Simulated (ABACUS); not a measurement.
# InAs (F-43m) in ABACUS: a series of runs, part 2 of 2

ABACUS 3.10.1. The steps go on from the part before.

**3. Single point, revPBE**

INPUT

```
INPUT_PARAMETERS
suffix              InAs
calculation         scf
basis_type          pw
pseudo_dir          ./
latname             fcc
symmetry            1
dft_functional      revpbe
ecutwfc             105
pseudo_rcut         10
nspin               1
nbands              33
ks_solver           dav
smearing_method     fd
smearing_sigma      0.00367493
scf_thr             1e-08
scf_nmax            100
mixing_type         broyden
mixing_beta         0.7
cal_force           1
cal_stress          1
out_chg             1
kpar                4
```

STRU

```
ATOMIC_SPECIES
In 114.8180 In.upf
As 74.9216 As.upf

LATTICE_CONSTANT
11.4063868882

ATOMIC_POSITIONS
Direct

In
0.0
1
0.0000000000 0.0000000000 0.0000000000 1 1 1

As
0.0
1
0.2500000000 0.2500000000 0.2500000000 1 1 1
```

KPT

```
K_POINTS
0
Gamma
6 6 6 0 0 0
```

Potentials or basis: PseudoDojo NC SR 0.5 PBE stringent, plane waves.

The run is started by

```
> OMP_NUM_THREADS=1 mpirun -np 4 abacus > log
```

running log:

```text
ABACUS v3.10.1

               Atomic-orbital Based Ab-initio Computation at UStc

 ------------------------------------------------------------------------------------

 READING GENERAL INFORMATION
                           global_out_dir = OUT.InAs/
                           global_in_card = INPUT
                               pseudo_dir = ./
                              orbital_dir =
                                    DSIZE = 4
                                    GSIZE = 1

 READING UNITCELL INFORMATION
                                    ntype = 2
                  lattice constant (Bohr) = 11.4064
              lattice constant (Angstrom) = 6.036

 READING ATOM TYPE 1
                               atom label = In
                      L=0, number of zeta = 1
                      L=1, number of zeta = 1
                      L=2, number of zeta = 1
[... 358 lines left out ...]
       1       -174.914     0.00925926
       2       -118.316     0.00925926
       3       -118.316     0.00925926
       4       -118.316     0.00925926
       5       -105.559     0.00925926
       6       -64.0391     0.00925926
[... 130 lines left out ...]
      32        22.1688        0.00000
      33        27.4353        0.00000

------------------------------------------------------------------------------------------
 TOTAL-FORCE (eV/Angstrom)
------------------------------------------------------------------------------------------
                       In1         0.0000000000         0.0000000000         0.0000000000
                       As1         0.0000000000         0.0000000000         0.0000000000
------------------------------------------------------------------------------------------

----------------------------------------------------------------
 TOTAL-STRESS (KBAR)
----------------------------------------------------------------
        58.7193270513         0.0000000000         0.0000000000
         0.0000000000        58.7193270513         0.0000000000
         0.0000000000         0.0000000000        58.7193270513
----------------------------------------------------------------
 TOTAL-PRESSURE: 58.719327 KBAR

 --------------------------------------------
 !FINAL_ETOT_IS -13736.2355363108435995 eV
 --------------------------------------------
```

Run time: 16 s. Hardware: 4 MPI ranks of AMD EPYC 7R43 (Zen 3), shared host; peak memory 0.6 GiB.

Results:

| Item | Value |
| --- | --- |
| Free energy | -13736.2355 eV |
| Pressure | 5.9 GPa |
| Band gap on the k mesh | none (metal or under the smearing width) |

Caveat: the potentials were made for another functional, which shifts forces and pressure; this crystal is a semiconductor, whose small gap the functional closes, so the metal is an error of the method.

**4. Single point, rPW86PBE**

INPUT: that of step 3 with these lines changed.

```diff
@@ -7,7 +7,7 @@
 symmetry            1
-dft_functional      revpbe
-ecutwfc             105
+dft_functional      GGA_X_RPW86+GGA_C_PBE
+ecutwfc             84
 pseudo_rcut         10
 nspin               1
-nbands              33
+nbands              24
 ks_solver           dav
@@ -22,2 +22,3 @@
 out_chg             1
-kpar                4
+out_pot             2
+out_elf             1
```

STRU is that of step 3.

KPT is that of step 3.

Potentials or basis: Ansatz NC PBE, plane waves.

The run is started by

```
> OMP_NUM_THREADS=1 mpirun -np 4 abacus > log
```

Run time: 4.2 s. Hardware: 4 MPI ranks of AMD EPYC 9R45 (Zen 5), shared host; peak memory 0.28 GiB.

It converged, with:

| Property | Result |
| --- | --- |
| Free energy | -4703.5436 eV |
| Pressure | 6.8 GPa |
| Band gap on the k mesh | none (metal or under the smearing width) |

Levels at points of the mesh, in eV from the Fermi level:
```
           k point  band 11  band 12  band 13  band 14  band 15  band 16  band 17  band 18
(0.00, 0.00, 0.00)   -11.98    -0.35    -0.04    -0.04    -0.04     3.91     3.91     3.91
(0.50, 0.50, 0.50)   -10.52    -5.82    -1.02    -1.02     0.87     4.68     4.68     6.82
(0.50, 0.50, 0.00)    -9.98    -5.91    -2.35    -2.35     1.53     2.03     9.11     9.21
```

Caveat: the potentials were made for another functional, which shifts forces and pressure; this crystal is a semiconductor, whose small gap the functional closes, so the metal is an error of the method.

**5. Summary**

| level | potentials or basis | k mesh | cutoff (eV) | SCF threshold on the density | eigensolver | gap on the mesh (eV) | pressure (GPa) |
| --- | --- | --- | --- | --- | --- | --- | --- |
| PBEsol | Ansatz NC PBE, DZP LCAO (the cutoffs set its grid) | 7 × 7 × 7 | 1361 | 1e-07 | genelpa | none | 2.5 |
| revPBE | PseudoDojo NC SR 0.5 PBE stringent, plane waves | 6 × 6 × 6 | 1429 | 1e-08 | dav | none | 5.9 |
| rPW86PBE | Ansatz NC PBE, plane waves | 6 × 6 × 6 | 1143 | 1e-08 | dav | none | 6.8 |

Alike in all rows: task single point; no spin polarisation; cell as given; smearing fermi-dirac 0.05 eV.

Caveats: the potentials were made for another functional, which shifts forces and pressure; this crystal is a semiconductor, whose small gap the functional closes, so the metal is an error of the method (some runs); the atomic orbitals were generated for these runs and aren't a published set (some runs); the basis of atomic orbitals isn't converged, which shifts pressures, moduli and gaps (some runs).

Total energies depend on the potentials used, so only differences within one code and one set of settings carry meaning.

**6. How close it comes**

Step 2. The gap isn't set beside the deposited one, since this odd mesh misses points on the zone boundary.

Step 3. Against the measured gap of InAs, 0.418 eV (direct; 4.2 K; a printed reference work, data compilation), the calculated 0.00 eV is off by -0.42 eV. Spin-orbit coupling on As, In is left out. The value is that of revPBE on a finite k mesh, which can miss the band edges, without temperature or zero-point motion. Semilocal functionals fall short of measured gaps as a rule.

Step 4. A measured gap of InAs is 0.418 eV (direct; 4.2 K; a printed reference work, data compilation); the calculated 0.00 eV misses it by -0.42 eV. Spin-orbit coupling on As, In is left out. The value is that of rPW86PBE on a finite k mesh, which can miss the band edges, without temperature or zero-point motion.
